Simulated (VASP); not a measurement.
Here is a VASP 6.6.1 calculation.

File INCAR:

```
ALGO = Normal ; EDIFF = 1E-6
ENCUT = 520 ; GGA = PE
ISIF = 2 ; ISMEAR = 0
IVDW = 13 ; LASPH = True
LCHARG = True ; LELF = True
LREAL = False ; LVHAR = True
LWAVE = False ; NBANDS = 16
NELM = 100 ; PREC = Accurate
SIGMA = 0.02
```

Contents of KPOINTS:

```
k-points
0
Gamma
  12 12 6
```

Contents of POSCAR:

```
BN
1.0
    2.5158332392      0.0000000000      0.0000000000
   -1.2579166196      2.1787754968      0.0000000000
    0.0000000000      0.0000000000      4.1616923056
B N
2 2
Direct
    0.6666666667      0.3333333333      0.0003532303
    0.3333333333      0.6666666667      0.5003532303
    0.6666666667      0.3333333333      0.3746467697
    0.3333333333      0.6666666667      0.8746467697
```

Potentials or basis: VASP PAW PBE potentials, release 64 (B, N).

The run is started by

```sh
$ cat potpaw_PBE.64/B/POTCAR potpaw_PBE.64/N/POTCAR > POTCAR
$ mpirun -np 1 vasp_std > vasp.out
```

Task: What does it give for the band gap on the k mesh?

Result: 5.11 eV, indirect (least direct gap 8.45 eV).

Task: Estimate the dispersion energy per atom.

Result: -0.246 eV.

 Expect the measured gap to be larger: semilocal functionals such as PBE lack the derivative discontinuity.
